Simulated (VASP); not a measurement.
# Cu2O (Cuprite) (Pn-3m) in VASP: further runs, part 2 of 2

VASP 6.6.1. The steps go on from the part before.

### Step 5. Relaxation of the atoms, PBE

INCAR reads:

```
SYSTEM = Cu2O
ALGO = Fast
EDIFF = 1E-7
EDIFFG = -0.01
ENCUT = 600
GGA = PE
IBRION = 2
ISIF = 2
ISMEAR = 0
KPAR = 2
LASPH = .True.
LCHARG = .False.
LREAL = .False.
LWAVE = .False.
NELM = 80
NSW = 40
PREC = Accurate
SIGMA = 0.03
```

KPOINTS reads:

```
k-points
0
Gamma
  6 6 6
  0 0 0
```

POSCAR reads:

```
Cu2O                                    
1.0
    4.3071284844      0.0000000000      0.0000000000
    0.0000000000      4.3071284844      0.0000000000
    0.0000000000      0.0000000000      4.3071284844
  Cu              O             
     4     2
Direct
     0.2500000000000000    0.2500000000000000    0.2500000000000000
     0.2500000000000000    0.7500000000000000    0.7500000000000000
     0.7500000000000000    0.7500000000000000    0.2500000000000000
     0.7500000000000000    0.2500000000000000    0.7500000000000000
     0.0000000000000000    0.0000000000000000    0.0000000000000000
     0.5000000000000000    0.5000000000000000    0.5000000000000000
```

Potentials or basis: VASP PAW PBE potentials, release 64 (Cu, O).

The run is started by

```bash
$ cat potpaw_PBE.64/Cu/POTCAR potpaw_PBE.64/O/POTCAR > POTCAR
$ mpirun -np 2 vasp_std > vasp.out
```

OUTCAR:

```text
SYSTEM = Cu2O
   EDIFF = 1E-7
   EDIFFG = -0.01
   ENCUT = 600
   GGA = PE
   IBRION = 2
   ISIF = 2
   ISMEAR = 0
   LASPH = .True.
   LREAL = .False.
   NELM = 80
   NSW = 40
   PREC = Accurate

 ion  position               nearest neighbor table
   1  0.250  0.250  0.250-   5 1.87   6 1.87
   2  0.250  0.750  0.750-   5 1.87   6 1.87
   3  0.750  0.750  0.250-   5 1.87   6 1.87
   4  0.750  0.250  0.750-   5 1.87   6 1.87
   5  0.000  0.000  0.000-   1 1.87   2 1.87   3 1.87   4 1.87
   6  0.500  0.500  0.500-   1 1.87   2 1.87   3 1.87   4 1.87

  LATTYP: Found a simple cubic cell.
 ALAT       =     4.3071284844

  Lattice vectors:

 A1 = (   4.3071284844,   0.0000000000,   0.0000000000)
 A2 = (   0.0000000000,   4.3071284844,   0.0000000000)
 A3 = (   0.0000000000,   0.0000000000,   4.3071284844)

Analysis of symmetry for initial positions (statically):
[... 180 lines left out ...]
  energy without entropy =      -27.29297645  energy(sigma->0) =      -27.29297645

 E-fermi :   4.5393     XC(G=0): -10.8683

 val. band max:        4.4085525521   @ k =   0.0000   0.0000   0.0000
 cond. band min:       4.8756367644   @ k =   0.0000   0.0000   0.0000
 fundamental gap:      0.4670842123
 Fermi energy:         4.5392796200

 k-point     1 :       0.0000    0.0000    0.0000
  band No.  band energies     occupation
      1     -15.4825      2.00000
      2     -14.8059      2.00000
      3      -2.5585      2.00000
      4      -2.5585      2.00000
      5      -2.5585      2.00000
      6      -0.2499      2.00000
[... 709 lines left out ...]
     32       9.1900      0.00000
     33       9.1934      0.00000

------------------------ aborting loop because EDIFF is reached ----------------------------------------

  FORCE on cell =-STRESS in cart. coord.  units (eV):
  Direction    XX          YY          ZZ          XY          YZ          ZX
  --------------------------------------------------------------------------------------
  -------------------------------------------------------------------------------------
  Total        0.0071016      0.0071016      0.0071016      0.0000000      0.0000000      0.0000000
  in kB        0.1423988      0.1423988      0.1423988      0.0000000      0.0000000      0.0000000
  external PRESSURE =       0.1423988 kB  Pullay stress =       0.0000000 kB

 VOLUME and BASIS-vectors are now :
 -----------------------------------------------------------------------------
  energy-cutoff  :      600.00
  volume of cell :       79.90
      direct lattice vectors                 reciprocal lattice vectors
     4.307128484  0.000000000  0.000000000     0.232173246  0.000000000  0.000000000
     0.000000000  4.307128484  0.000000000     0.000000000  0.232173246  0.000000000
     0.000000000  0.000000000  4.307128484     0.000000000  0.000000000  0.232173246

 POSITION                                       TOTAL-FORCE (eV/Angst)
 -----------------------------------------------------------------------------------
      1.07678      1.07678      1.07678         0.000000     -0.000000     -0.000000
      1.07678      3.23035      3.23035         0.000000     -0.000000     -0.000000
      3.23035      3.23035      1.07678        -0.000000     -0.000000     -0.000000
      3.23035      1.07678      3.23035        -0.000000     -0.000000     -0.000000
      0.00000      0.00000      0.00000        -0.000000      0.000000      0.000000
      2.15356      2.15356      2.15356        -0.000000      0.000000      0.000000
 -----------------------------------------------------------------------------------
    total drift:                                0.000000      0.000000      0.000000

  FREE ENERGIE OF THE ION-ELECTRON SYSTEM (eV)
  ---------------------------------------------------
  free  energy   TOTEN  =       -27.2929764500 eV

  energy  without entropy=      -27.2929764500  energy(sigma->0) =      -27.29297645

 reached required accuracy - stopping structural energy minimisation
```

It took 38 s on 2 MPI ranks of AMD EPYC 7R13 (Zen 3), shared host; peak memory 0.19 GiB.

What came out:

| Property | Result |
| --- | --- |
| Free energy | -27.2930 eV |
| Pressure after relaxing | 0.0 GPa |
| Band gap on the k mesh | 0.47 eV, direct |

Final structure:
```
Cu O
1.0
     4.30713    0.00000    0.00000
     0.00000    4.30713    0.00000
     0.00000    0.00000    4.30713
Cu O
4 2
Direct
  0.25000 0.25000 0.25000
  0.25000 0.75000 0.75000
  0.75000 0.75000 0.25000
  0.75000 0.25000 0.75000
  0.00000 0.00000 0.00000
  0.50000 0.50000 0.50000
```

Levels at points of the mesh, in eV from the valence-band top:
```csv
k point,band 26,band 27,band 28,band 29,band 30,band 31
"(0.00, 0.00, 0.00)",0.00,0.00,0.00,0.47,1.36,1.36
"(0.50, 0.00, 0.00)",-1.14,-0.37,-0.37,2.19,2.19,4.26
"(0.50, 0.50, 0.00)",-1.15,-0.62,-0.62,1.91,1.91,3.79
"(0.50, 0.50, 0.50)",-0.54,-0.54,-0.54,2.51,2.51,2.51
```

Caveat: the relaxation stopped at its first step, so nothing moved.

### Step 6. Relaxation of the atoms, PBE (a relaxed cell with its volume scaled by 1.02)

INCAR is that of step 5.

KPOINTS is that of step 5.

POSCAR: that of step 5 with these lines changed.

```diff
@@ -2,5 +2,5 @@
 1.0
-    4.3071284844      0.0000000000      0.0000000000
-    0.0000000000      4.3071284844      0.0000000000
-    0.0000000000      0.0000000000      4.3071284844
+    4.3356533454      0.0000000000      0.0000000000
+    0.0000000000      4.3356533454      0.0000000000
+    0.0000000000      0.0000000000      4.3356533454
   Cu              O
```

Potentials or basis: VASP PAW PBE potentials, release 64 (Cu, O).

The run is started by

```bash
$ cat potpaw_PBE.64/Cu/POTCAR potpaw_PBE.64/O/POTCAR > POTCAR
$ mpirun -np 2 vasp_std > vasp.out
```

It took 34 s on 2 MPI ranks of AMD EPYC 7R13 (Zen 3), shared host; peak memory 0.2 GiB.

The run converged. Its results:

| Item | Value |
| --- | --- |
| Free energy | -27.2843 eV |
| Pressure after relaxing | -2.1 GPa |
| Band gap on the k mesh | 0.43 eV, direct |

Final structure:
```
Cu O
1.0
     4.33565    0.00000    0.00000
     0.00000    4.33565    0.00000
     0.00000    0.00000    4.33565
Cu O
4 2
Direct
  0.25000 0.25000 0.25000
  0.25000 0.75000 0.75000
  0.75000 0.75000 0.25000
  0.75000 0.25000 0.75000
  0.00000 0.00000 0.00000
  0.50000 0.50000 0.50000
```

Levels at points of the mesh, in eV from the valence-band top:
```csv
k point,band 25,band 26,band 27,band 28,band 29,band 30,band 31,band 32
"(0.00, 0.00, 0.00)",-1.45,0.00,0.00,0.00,0.43,1.43,1.43,7.63
"(0.50, 0.00, 0.00)",-1.11,-1.11,-0.36,-0.36,2.15,2.15,4.26,4.26
"(0.50, 0.50, 0.00)",-1.12,-1.12,-0.60,-0.60,1.90,1.90,3.76,3.76
"(0.50, 0.50, 0.50)",-0.94,-0.53,-0.53,-0.53,2.54,2.54,2.54,4.71
```

Caveat: the relaxation stopped at its first step, so nothing moved.

### Step 7. Summary

```tsv
cell	gap on the mesh (eV)	pressure (GPa)
atoms relaxed from: a relaxed cell with its volume scaled by 0.94	0.61	8.0
atoms relaxed from: a relaxed cell with its volume scaled by 0.96	0.56	5.0
atoms relaxed from: a relaxed cell with its volume scaled by 0.98	0.51	2.4
atoms relaxed	0.47	0.0
atoms relaxed from: a relaxed cell with its volume scaled by 1.02	0.43	-2.1
```

Alike in all rows: task relaxation of the atoms; level PBE; potentials or basis VASP PAW PBE potentials, release 64 (Cu, O); no spin polarisation; k mesh 6 × 6 × 6; cutoff (eV) 600; smearing gaussian 0.03 eV.

Caveats: the relaxation stopped at its first step, so nothing moved.

Total energies depend on the potentials used, so only differences within one code and one set of settings carry meaning.

### Step 8. How close it comes

Step 5. Measured gap of Cu2O: 2.17 eV (direct; quoted in “Importance of surface oxygen vacancies for ultrafast hot carrier relaxation and transport in Cu2O”, 2021, arxiv:2103.03167). This calculation gives 0.47 eV (-1.70 eV). So large a miss can be the level of theory's own, or it may mean another phase, state or a wrong row. The value is that of PBE on a finite k mesh, which can miss the band edges, without temperature or zero-point motion. Semilocal functionals fall short of measured gaps as a rule.
